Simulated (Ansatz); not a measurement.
## SrO in Ansatz: convergence with k mesh

Input of the first run (k mesh 3 × 3 × 3); the others differ in this setting and in those tied to it:

input.yaml

```yaml
crystal:
  lattice:
    - [0.0, 2.5663, 2.5663]
    - [2.5663, 0.0, 2.5663]
    - [2.5663, 2.5663, 0.0]
  atoms:
    - { symbol: Sr, position: [0.5, 0.5, 0.5] }
    - { symbol: O, position: [0.0, 0.0, 0.0] }
hamiltonian:
  xc: lda
  pseudopotentials: { kind: paw }
kpoints:
  mp_grid: { grid: [3, 3, 3] }
scf:
  occupations: { method: fermi_dirac, width: 0.1 }
output:
  forces: true
  stress: true
  eigenvalues: true
```

Potentials or basis: Ansatz PAW.

Run with:

```bash
$ ansatz run input.yaml --threads 2 --pin off --max-ram 5632MiB --backend cpu --events-out ev --progress --plain --runs-dir out
```

Hardware: 2 threads of Intel(R) Xeon(R) Gold 6455B (Sapphire Rapids), with other jobs on the host.

```
      k mesh  energy less the tightest run, at zero smearing (meV/atom)  pressure (GPa)  gap on the mesh (eV)  SCF cycles  CPU time (s)  peak memory (GiB)
   3 × 3 × 3                                                      13.30           -3.67                 3.633           6          0.28               0.28
   4 × 4 × 4                                                       2.04           -3.81                 3.147           6          0.32               0.28
   5 × 5 × 5                                                       0.29           -3.83                 3.341           6          0.33               0.28
   7 × 7 × 7                                                      -0.04           -3.83                 3.250           6          0.42               0.28
   8 × 8 × 8                                                      -0.02           -3.83                 3.154           6           0.5               0.29
10 × 10 × 10                                                      -0.04           -3.83                 3.154           6          0.65                0.3
12 × 12 × 12                                                       0.02           -3.83                 3.154           6          0.86               0.32
15 × 15 × 15                                                       0.00           -3.83                 3.175           6           1.3               0.35
```

Against the tightest run, the energy stays within 1 meV/atom from 5 × 5 × 5 on; the pressure stays within 0.1 GPa from 4 × 4 × 4 on. Not settled before the last step: the gap on the mesh (to 0.01 eV). Meshes of other sizes hit other points, so gaps and Fermi surfaces needn't settle smoothly. The tightest run that finished is the yardstick and may itself not be fully converged.

Caveat, for the tightest run too: odd divisions of the mesh miss points on the zone boundary, where band edges often lie, so the gap on the mesh can be too wide; the pressure holds a Pulay correction of +0.5 GPa for the finite cutoff; the PAW data sets come from PBE, with cores solved anew for the run's functional, which leaves a small shift of forces and pressure.
